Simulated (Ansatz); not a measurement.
# Varying the input for SnTe

The reference input for Ansatz (plane-wave DFT with PAW):

```yaml
crystal:
  lattice:
    - [0.0, 3.611146, 3.611146]
    - [3.611146, 0.0, 3.611146]
    - [3.611146, 3.611146, 0.0]
  atoms:
    - { symbol: Sn, position: [0.0, 0.0, 0.0] }
    - { symbol: Te, position: [0.75, 0.75, 0.75] }
basis:
  ecutwfc: 420
kpoints:
  mp_grid: { grid: [4, 4, 4] }
hamiltonian:
  xc: pbe
scf:
  occupations: { method: gaussian, width: 0.1 }
output:
  forces: true
  stress: true
  eigenvalues: true
```

Command:

```bash
ansatz run input.yaml --threads 1 --pin off --max-ram 1331MiB --backend cpu --events-out ev --progress --plain --runs-dir out
```

The run converges in 7 SCF iterations on 8 irreducible k-points: pressure -0.28 GPa.

The inputs are trials, many of them unsound on purpose. Their numbers show the effect of the settings and aren't properties of the material. Each trial's input is given as a difference from the reference's; energies are extrapolated to zero smearing where there is one, and pressure is positive in compression.

Question: Trial 1:

```diff
 basis:
-  ecutwfc: 420
+  ecutwfc: "18 Ha"
 kpoints:
-  mp_grid: { grid: [4, 4, 4] }
+  mp_grid: { grid: [1, 1, 1], shift: [0, 0, 0.5] }
 scf:
-  occupations: { method: gaussian, width: 0.1 }
+  occupations: { method: fixed }
+  mixing: { algorithm: anderson, beta: 0.68, ndim: 1, preconditioner: kerker }
+  initial_density: { chi_scale: 0, normalization: atom }
+  max_iter: 40
```

How does this run end?

Answer: The run converges in 29 SCF iterations on 1 irreducible k-point: energy 342 meV per atom below the reference, pressure -1.38 GPa, largest force 2.117 eV/Å, gap on the sampled k-points 3.68 eV.

Question: Trial 2 (one atom moved):

```diff
 crystal:
   atoms:
-    - { symbol: Te, position: [0.75, 0.75, 0.75] }
+    - { symbol: Te, position: [0.6807698996, 0.8192301004, 0.8192301004] }
 kpoints:
-  mp_grid: { grid: [4, 4, 4] }
+  mp_grid: { grid: [1, 1, 1], shift: [0.5, 0.5, 0] }
 hamiltonian:
-  xc: pbe
+  xc: revpbe
 scf:
-  occupations: { method: gaussian, width: 0.1 }
+  occupations: { method: fixed }
+  self_checks: high
```

How does this run end?

Answer: The run converges in 7 SCF iterations on 1 irreducible k-point: pressure -3.38 GPa, largest force 2.764 eV/Å, gap on the sampled k-points 0.67 eV. Forces of revPBE on these PAW sets can be off by 10 %.